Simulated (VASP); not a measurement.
# WC (P-6m2) in VASP: phonons with LDA

Aim: the phonons of WC with LDA.

All numbers are computed with VASP 6.6.1; they aren't measurements. Logs are shortened: lines on timing, memory, paths and dates and some standing lists are left out, and cuts for length are marked.

### 1 The structure

It takes space group P-6m2 (No. 187, hexagonal). The conventional cell has a = 2.907 Å, b = 2.907 Å, c = 2.837 Å, α = 90.00°, β = 90.00°, γ = 120.00°. W (site symmetry -6m2) has 6 C at 2.20 Å as nearest neighbours. Around C (site symmetry -6m2) lie 6 W at 2.20 Å.

### 2 Phonons, LDA

POSCAR

```
WC
1.0
    2.9065000000      0.0000000000      0.0000000000
   -1.4532500000      2.5171028400      0.0000000000
    0.0000000000      0.0000000000      2.8366000000
W C
1 1
Direct
    0.0000000000      0.0000000000      0.0000000000
    0.6666666700      0.3333333300      0.5000000000
```

INCAR.step1

```
ALGO = Normal
EDIFF = 1E-8
EDIFFG = -0.002
ENCUT = 600
GGA = CA
IBRION = 2
ISIF = 3
ISMEAR = 0
LASPH = T
LCHARG = F
LREAL = F
LWAVE = F
NELM = 60
NSW = 40
PREC = Accurate
SIGMA = 0.1
```

INCAR.step2

```
ALGO = Normal
EDIFF = 1E-8
ENCUT = 600
GGA = CA
IBRION = 8
ISIF = 2
ISMEAR = 0
LASPH = T
LCHARG = F
LREAL = F
LWAVE = F
NELM = 60
NSW = 1
PREC = Accurate
SIGMA = 0.1
```

KPOINTS

```
k-points
0
Gamma
  18 18 14
```

Potentials or basis: VASP PAW LDA potentials, release 64 (W_sv, C).

Launch:

```
> cat potpaw_LDA.64/W_sv/POTCAR potpaw_LDA.64/C/POTCAR > POTCAR
> cp INCAR.step1 INCAR
> mpirun -np 1 vasp_std > vasp.out
> cp CONTCAR POSCAR
> cp INCAR.step2 INCAR
> mpirun -np 1 vasp_std > vasp.out
```

OUTCAR:

```text
EDIFF = 1E-8
   ENCUT = 600
   GGA = CA
   IBRION = 8
   ISIF = 2
   ISMEAR = 0
   LASPH = T
   LREAL = F
   NELM = 60
   NSW = 1
   PREC = Accurate

 ion  position               nearest neighbor table
   1  0.000  0.000  0.000-   2 2.18   2 2.18   2 2.18   2 2.18   2 2.18   2 2.18
   2  0.667  0.333  0.500-   1 2.18   1 2.18   1 2.18   1 2.18   1 2.18   1 2.18

  LATTYP: Found a hexagonal cell.
 ALAT       =     2.8893486394
 C/A-ratio  =     0.9754672783

  Lattice vectors:

 A1 = (   2.8893486394,   0.0000000000,   0.0000000000)
 A2 = (  -1.4446743197,   2.5022493260,   0.0000000000)
 A3 = (   0.0000000000,   0.0000000000,   2.8184650532)

Analysis of symmetry for initial positions (statically):
=====================================================================
 Subroutine PRICEL returns:
 Original cell was already a primitive cell.

 Routine SETGRP: Setting up the symmetry group for a
 hexagonal supercell.

 Subroutine GETGRP returns: Found 12 space group operations
 (whereof 12 operations were pure point group operations)
 out of a pool of 24 trial point group operations.

The static configuration has the point symmetry D_3h.

Analysis of symmetry for dynamics (positions and initial velocities):
=====================================================================
 Subroutine PRICEL returns:
 Original cell was already a primitive cell.

 Routine SETGRP: Setting up the symmetry group for a
 hexagonal supercell.

 Subroutine GETGRP returns: Found 12 space group operations
 (whereof 12 operations were pure point group operations)
 out of a pool of 24 trial point group operations.

The dynamic configuration has the point symmetry D_3h.

 Subroutine INISYM returns: Found 12 space group operations
 (whereof 12 operations are pure point group operations),
 and found     1 'primitive' translations

----------------------------------------------------------------------------------------

                                     Primitive cell

  volume of cell :      20.3771

  direct lattice vectors                    reciprocal lattice vectors
     2.889348639  0.000000000  0.000000000     0.346098766  0.199820216  0.000000000
    -1.444674320  2.502249326  0.000000000     0.000000000  0.399640431  0.000000000
     0.000000000  0.000000000  2.818465053     0.000000000  0.000000000  0.354803051

  length of vectors
     2.889348639  2.889348643  2.818465053     0.399640432  0.399640431  0.354803051

  position of ions in fractional coordinates (direct lattice)
     0.000000000  0.000000000  0.000000000
     0.666666670  0.333333330  0.500000000

  ion indices of the primitive-cell ions
   primitive index   ion index
                 1           1
                 2           2

----------------------------------------------------------------------------------------

 KPOINTS: k-points

Automatic generation of k-mesh.
 Grid dimensions read from file:
 generate k-points for:   18   18   14

 Generating k-lattice:

  Cartesian coordinates                     Fractional coordinates (reciprocal lattice)
     0.019227709  0.011101123  0.000000000     0.055555556  0.000000000  0.000000000
     0.000000000  0.022202246  0.000000000     0.000000000  0.055555556  0.000000000
     0.000000000  0.000000000  0.025343075     0.000000000  0.000000000  0.071428571

  Length of vectors
     0.022202246  0.022202246  0.025343075

  Shift w.r.t. Gamma in fractional coordinates (k-lattice)
     0.000000000  0.000000000  0.000000000

[... 87 lines left out ...]
   NGX = 11   NGY = 11   NGZ = 11

--------------------------------------- Ionic step        1  -------------------------------------------

 number of electron      18.0000001 magnetization

 Free energy of the ion-electron system (eV)
  ---------------------------------------------------
  ext. energy  EPLUGINS =         0.00000000
  ---------------------------------------------------
  free energy    TOTEN  =       -24.70251679 eV

  energy without entropy =      -24.70129436  energy(sigma->0) =      -24.70190558

 E-fermi :  11.2642     XC(G=0): -14.0783

 val. band max:       11.2384182031   @ k =   0.5000   0.0000   0.3571
 cond. band min:      11.2653723343   @ k =   0.3333   0.2222   0.0000
 fundamental gap:      0.0269541312
 Fermi energy:        11.2642406711

 k-point     1 :       0.0000    0.0000    0.0000
  band No.  band energies     occupation
      1     -62.2514      2.00000
      2     -26.4927      2.00000
      3     -26.3839      2.00000
      4     -26.3839      2.00000
      5      -3.1646      2.00000
      6       6.8244      2.00000
      7       7.8335      2.00000
      8       7.8335      2.00000
      9      11.3801      0.10136
     10      14.5193      0.00000
     11      14.5193      0.00000
     12      16.9574      0.00000
     13      16.9574      0.00000
[... 354 lines left out ...]
  band No.  band energies     occupation
      1     -62.1858      2.00000
      2     -27.2121      2.00000
      3     -26.6507      2.00000
      4     -26.3708      2.00000
      5       0.2990      2.00000
      6       4.3554      2.00000
      7       7.5773      2.00000
      8       7.6598      2.00000
      9      10.7633      2.00000
     10      13.0711      0.00000
     11      14.8750      0.00000
     12      16.1587      0.00000
     13      18.8750      0.00000

 [... further k-points ...]

------------------------ aborting loop because EDIFF is reached ----------------------------------------

  FORCE on cell =-STRESS in cart. coord.  units (eV):
  Direction    XX          YY          ZZ          XY          YZ          ZX
  --------------------------------------------------------------------------------------
  -------------------------------------------------------------------------------------
  Total       -0.0005668     -0.0005668     -0.0005394      0.0000000      0.0000000      0.0000000
  in kB       -0.0445674     -0.0445674     -0.0424078      0.0000000      0.0000000      0.0000000
  external PRESSURE =      -0.0438476 kB  Pullay stress =       0.0000000 kB

 VOLUME and BASIS-vectors are now :
 -----------------------------------------------------------------------------
  energy-cutoff  :      600.00
  volume of cell :       20.38
      direct lattice vectors                 reciprocal lattice vectors
     2.889348639  0.000000000  0.000000000     0.346098766  0.199820216  0.000000000
    -1.444674320  2.502249326  0.000000000     0.000000000  0.399640431  0.000000000
     0.000000000  0.000000000  2.818465053     0.000000000  0.000000000  0.354803051

 POSITION                                       TOTAL-FORCE (eV/Angst)
 -----------------------------------------------------------------------------------
      0.00000      0.00000      0.00000         0.000000      0.000000      0.000000
      1.44467      0.83408      1.40923        -0.000000      0.000000      0.000000
 -----------------------------------------------------------------------------------
    total drift:                               -0.000003      0.000002     -0.000000

  FREE ENERGIE OF THE ION-ELECTRON SYSTEM (eV)
  ---------------------------------------------------
  free  energy   TOTEN  =       -24.7025167923 eV

  energy  without entropy=      -24.7012943626  energy(sigma->0) =      -24.70190558

[... ionic steps 2 to 3 ...]

--------------------------------------- Ionic step        4  -------------------------------------------

------------------------ aborting loop because EDIFF is reached ----------------------------------------
[... 11 lines left out ...]
[... ionic steps 8 to 8 ...]

--------------------------------------- Ionic step        9  -------------------------------------------

 Free energy of the ion-electron system (eV)
  ---------------------------------------------------
  ---------------------------------------------------
  free energy    TOTEN  =        -0.12144856 eV

  energy without entropy =       -0.12144856

------------------------ aborting loop because EDIFF is reached ----------------------------------------

 INTERNAL STRAIN TENSOR  FOR ION    2  DIRECTION 3   (eV/Angst):
 -----------------------------------------------------------------------------
     0.01376  0.00000  0.00000
     0.00000  0.01376  0.00000
     0.00000 -0.00000 -0.02017

 INTERNAL STRAIN TENSOR FOR ION    2 for displacements in x,y,z  (eV/Angst):
          X           Y           Z          XY          YZ          ZX
  --------------------------------------------------------------------------------
  x    -0.00000     0.00000     0.00000    -5.64037     0.00000     0.00000
  y    -5.64037     5.64037     0.00000     0.00000     0.00000     0.00000
  z     0.00000     0.00000     0.00000     0.00000     0.00000     0.00000

 SECOND DERIVATIVES (NOT SYMMETRIZED)
 ------------------------------------
               1X          1Y          1Z          2X          2Y          2Z
  1X   -16.323914    0.000000    0.000000   16.323914    0.000000    0.000000
  1Y     0.000000  -16.323914    0.000000   -0.000000   16.323914    0.000000
  1Z     0.000000    0.000000  -14.895983    0.000000    0.000000   14.895983
  2X    16.324275    0.000000    0.000000  -16.324275   -0.000000    0.000000
  2Y     0.000000   16.324275    0.000000    0.000000  -16.324275    0.000000
  2Z     0.000000    0.000000   14.885551    0.000000    0.000000  -14.885551

 Eigenvectors and eigenvalues of the dynamical matrix
 ----------------------------------------------------

   1 f  =   18.811350 THz   118.195198 2PiTHz  627.479095 cm-1    77.797458 meV
             X         Y         Z           dx          dy          dz
      0.000000  0.000000  0.000000     0.000000   -0.247634   -0.000000
      1.444674  0.834083  1.409233     0.000000    0.968854    0.000000
[... 21 lines left out ...]
   6 f/i=    0.001510 THz     0.009489 2PiTHz    0.050374 cm-1     0.006246 meV
             X         Y         Z           dx          dy          dz
      0.000000  0.000000  0.000000     0.000000    0.000000    0.968832
      1.444674  0.834083  1.409233     0.000000    0.000000    0.247718

--------------------------------------------------------------------------------------------------------

 ELASTIC MODULI CONTR FROM IONIC RELAXATION (kBar)
 Direction    XX          YY          ZZ          XY          YZ          ZX
 --------------------------------------------------------------------------------
 XX        -124.1903    124.1903      0.0000     -0.0000      0.0000      0.0000
 YY         124.1903   -124.1903      0.0000      0.0000      0.0000      0.0000
 ZZ           0.0000      0.0000      0.0000      0.0000      0.0000      0.0000
 XY          -0.0000      0.0000      0.0000   -124.1903      0.0000      0.0000
 YZ           0.0000      0.0000      0.0000      0.0000      0.0000      0.0000
 ZX           0.0000      0.0000      0.0000      0.0000      0.0000      0.0000
 --------------------------------------------------------------------------------
```

Run time: 29 min. Hardware: 1 thread of Intel Xeon Platinum 8375C at 2.90GHz (Ice Lake), shared host; peak memory 0.92 GiB.

Results:

```yaml
Relaxed_volume: 10.19 Å³/atom
Relaxed_cell: a = 2.889 Å, b = 2.889 Å, c = 2.818 Å, α = 90.00°, β = 90.00°, γ = 120.00°
Space_group_after_relaxing_to_0.05_Å: P-6m2 (No. 187)
Highest_phonon_frequency_at_Γ_LO-TO_splitting_left_out: 627 cm⁻¹
```

Step by step:
| step | energy change (eV) | largest force (eV/Å) | pressure (GPa) | volume (Å³) |
| --- | --- | --- | --- | --- |
| 1 | 0.0000 | 0.0000 | -7.47 | 20.75 |
| 2 | 0.0707 | 0.0000 | 25.14 | 19.33 |
| 3 | -0.0089 | 0.0000 | -0.20 | 20.39 |
| 4 | -0.0089 | 0.0000 | -0.04 | 20.38 |
| 5 | -0.0089 | 0.0000 | 0.11 | 20.37 |
| 6 | -0.0089 | 0.0000 | -0.33 | 20.39 |
| 7 | -0.0089 | 0.0000 | -0.08 | 20.38 |
| 8 | -0.0089 | 0.0000 | 0.11 | 20.37 |
| 9 | -0.0089 | 0.0000 | 0.00 | 20.38 |

Final structure:
```cif
data_structure
_symmetry_space_group_name_H-M 'P 1'
_symmetry_Int_Tables_number 1
_cell_length_a 2.8893
_cell_length_b 2.8893
_cell_length_c 2.8185
_cell_angle_alpha 90.000
_cell_angle_beta 90.000
_cell_angle_gamma 120.000
_cell_volume 20.38
loop_
_atom_site_label
_atom_site_type_symbol
_atom_site_fract_x
_atom_site_fract_y
_atom_site_fract_z
_atom_site_occupancy
W1 W 0.00000 0.00000 0.00000 1
C1 C 0.66667 0.33333 0.50000 1
```

Phonon frequencies in cm⁻¹ (negative: imaginary):
```tsv
q point	frequencies
(0.000, 0.000, 0.000)	0 0 0 599 627 627
```

The run has no spin-orbit coupling, so splittings on W are missing.
